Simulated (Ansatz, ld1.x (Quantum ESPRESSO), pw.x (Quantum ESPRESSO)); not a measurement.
**zinc: does the ultrasoft potential hold in the solid?**

```json
{
  "Element": "Zn",
  "Generator": "ld1.x (Quantum ESPRESSO) 7.5",
  "Type": "ultrasoft",
  "Functional": "PBE",
  "Relativity": "scalar-relativistic",
  "Frozen core": "[Ar] 3d10",
  "Valence charge": "2",
  "Reference configuration": "4s1.75 4p0.25",
  "Partial waves": "4s (bound): rcut 1.80, rcutus 2.05 bohr; 4s channel at 0.25 Ry: rcut 1.80, rcutus 2.05 bohr; 4p (bound): rcut 1.90, rcutus 2.20 bohr; 4p channel at 0.6 Ry: rcut 1.90, rcutus 2.20 bohr",
  "Local potential": "all-electron potential smoothed inside 1.90 bohr (lloc = -1)",
  "Core correction": "a·sin(br)/r model core, default radius (core density twice the valence density)",
  "Augmentation charge": "PSQ, inside the norm-conserving radii"
}
```

Atomic tests: cutoffs needed: 6 Ry and 8 Ry (the cutoffs (Ry, on a coarse ladder) from which the occupation-weighted sum of valence levels, in a spherical-Bessel basis at the reference potential, stays within 10 and 1 mRy of its value at 400 Ry); ghost test: no extra level below or beside the all-electron valence levels (s, p, d, f tested) (spherical-Bessel basis up to 400 Ry, 20 bohr box); largest excitation error: -204 meV (all-electron minus pseudo) for 4s0 4p1, out of 6 test configurations.

Crystal test: diamond Zn in pw.x 7.5, no spin, 8³ k-points, Fermi–Dirac smearing 0.01 Ry, cutoffs 40/320 Ry. The reference is all-electron LAPW (Ansatz 0.2.0) with the same functional, mesh and smearing; V0 and B0 come from Birch–Murnaghan fits to the pressures at five volumes. Errors are pseudo minus all-electron; Δ is the rms difference of the E(V) curves that follow from these fits, minima aligned, over ±6 % about the mean V0. Mesh and smearing are coarse, so the numbers serve the comparison and aren't converged zero-temperature values; the lattice is a test structure that the element need not adopt.

```
V (Å³/atom)  P all-electron (GPa)  P pseudo (GPa)
     23.482                  1.53           -5.25
     24.100                  0.71           -5.42
     24.718                  0.01           -5.55
     25.336                 -0.59           -5.64
     25.954                 -1.10           -5.70
```

All-electron: a0 = 5.826 Å (V0 = 24.72 Å³/atom), B0 = 25.8 GPa.

Pseudopotential: mean pressure error (GPa): -5.62. The pressure does not cross zero within the volumes sampled, so no fit is given. This is a poor potential for the solid.

Problem. At the middle volume, how do free energy and pressure move when the wave cutoff is lowered (ecutrho held at 320 Ry)?

Solution.

```csv
cutoff (Ry),shift of F (meV/atom),shift of P (GPa)
18,+0.8,-0.02
24,+0.3,+0.00
32,+0.1,-0.00
```

The run at the middle volume (29 k-points, 6 iterations) took about 3.7 s on one core of a shared host (Neoverse-V1, 64 threads, 503 GiB, load 15).
